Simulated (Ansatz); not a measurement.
# Relaxation of AlO$_{2}$

Theory: DFT PBEsol, scalar-relativistic, plane waves, PAW in Ansatz 0.2.0. Settings: 420 eV cutoff, 4×12×8 k-mesh, Gaussian smearing of 0.10 eV, collinear spin.

What was changed: biaxial strain in the a-b plane, c and atoms relaxed: -2.0 %.

Command:

```bash
ansatz run input.yaml --threads 2 --pin off --max-ram 5120MiB --backend cpu --events-out ev --progress --plain --runs-dir out
```

Input:

```yaml
crystal:
  lattice:
    - [9.0752056159, 0.0, 0.0]
    - [0.0, 2.8249243525, 0.0]
    - [0.0, 0.0, 4.8462081894]
  atoms:
    - { symbol: Al, position: [0.1615684719, 0.25, 0.9539243499] }
    - { symbol: Al, position: [0.8384315281, 0.75, 0.0460756501] }
    - { symbol: Al, position: [0.3384315281, 0.75, 0.4539243499] }
    - { symbol: Al, position: [0.6615684719, 0.25, 0.5460756501] }
    - { symbol: O, position: [0.7732382917, 0.25, 0.2384838013] }
    - { symbol: O, position: [0.2267617083, 0.75, 0.7615161987] }
    - { symbol: O, position: [0.7267617083, 0.75, 0.7384838013] }
    - { symbol: O, position: [0.2732382917, 0.25, 0.2615161987] }
    - { symbol: O, position: [0.9651679411, 0.25, 0.8468079965], spin: 0.9 }
    - { symbol: O, position: [0.0348320589, 0.75, 0.1531920035], spin: 0.9 }
    - { symbol: O, position: [0.5348320589, 0.75, 0.3468079965], spin: 0.9 }
    - { symbol: O, position: [0.4651679411, 0.25, 0.6531920035], spin: 0.9 }
basis:
  ecutwfc: 420
kpoints:
  mp_grid: { grid: [4, 12, 8] }
hamiltonian:
  xc: pbesol
scf:
  occupations: { method: gaussian, width: 0.1 }
output:
  forces: true
  stress: true
  eigenvalues: true
  populations: true
magnetization:
  spin_polarized: true
relax:
  adjacent_minimum: "off"
  f_tol: 0.008
  max_steps: 40
  cell: { stress_tol: 0.015, fix: [a, b, gamma] }
```

F is the free energy. Steps run on the plane waves of an earlier cell, but the last one, and at times one on the way, on a freshly chosen basis, so a repeated geometry can differ a little in energy. The held parts of the cell keep their stress, so P needn't end at zero.

Steps:

| step | F − F(1) (eV) | largest force component (eV/Å) | V (Å³/atom) | P (GPa) |
| --- | --- | --- | --- | --- |
| 1 | 0.0000 | 0.314 | 10.353 | 5.54 |
| 2 | -0.0105 | 0.237 | 10.390 | 4.79 |
| 3 | -0.0226 | 0.068 | 10.444 | 3.77 |
| 4 | -0.0252 | 0.027 | 10.425 | 3.80 |
| 5 | -0.0241 | 0.013 | 10.454 | 3.50 |
| 6 | -0.0244 | 0.003 | 10.452 | 3.53 |
| 7 | -0.0242 | 0.000 | 10.456 | 3.52 |
| 8 | -0.0312 | 0.000 | 10.456 | 3.62 |
| 9 | -0.0301 | 0.008 | 10.475 | 3.44 |
| 10 | -0.0303 | 0.004 | 10.473 | 3.50 |
| 11 | -0.0303 | 0.000 | 10.473 | 3.49 |
| 12 | -0.0313 | 0.000 | 10.473 | 3.50 |
| 13 | -0.0312 | 0.000 | 10.474 | 3.48 |
| 14 | -0.0313 | 0.000 | 10.474 | 3.48 |

Relaxed structure:

```yaml
crystal:
  lattice:
    - [9.07521, 0.00000, 0.00000]
    - [0.00000, 2.82492, 0.00000]
    - [0.00000, 0.00000, 4.90266]
  atoms:
    - { symbol: Al, position: [0.16226, 0.25000, 0.96398] }
    - { symbol: Al, position: [0.83774, 0.75000, 0.03602] }
    - { symbol: Al, position: [0.33774, 0.75000, 0.46398] }
    - { symbol: Al, position: [0.66226, 0.25000, 0.53602] }
    - { symbol: O, position: [0.77070, 0.25000, 0.22934] }
    - { symbol: O, position: [0.22930, 0.75000, 0.77066] }
    - { symbol: O, position: [0.72930, 0.75000, 0.72934] }
    - { symbol: O, position: [0.27070, 0.25000, 0.27066] }
    - { symbol: O, position: [0.96374, 0.25000, 0.84683] }
    - { symbol: O, position: [0.03626, 0.75000, 0.15317] }
    - { symbol: O, position: [0.53626, 0.75000, 0.34683] }
    - { symbol: O, position: [0.46374, 0.25000, 0.65317] }
```

The structure is orthorhombic, space group Pnma (No. 62). Conventional cell: a = 9.075 Å, b = 2.825 Å, c = 4.903 Å, α = 90.00°, β = 90.00°, γ = 90.00°. Al (site symmetry m) has 6 O at 1.80 to 2.04 Å as nearest neighbours. Around O (site symmetry m) lie 3 Al at 1.80 to 1.81 Å. O (site symmetry m) is surrounded by 3 Al at 1.89 to 2.04 Å and 2 O at 2.16 Å.

The run converged. It took 6.5 min on 2 threads of AMD EPYC 7R32 (Zen 2), on a shared host, peak memory 1 GiB.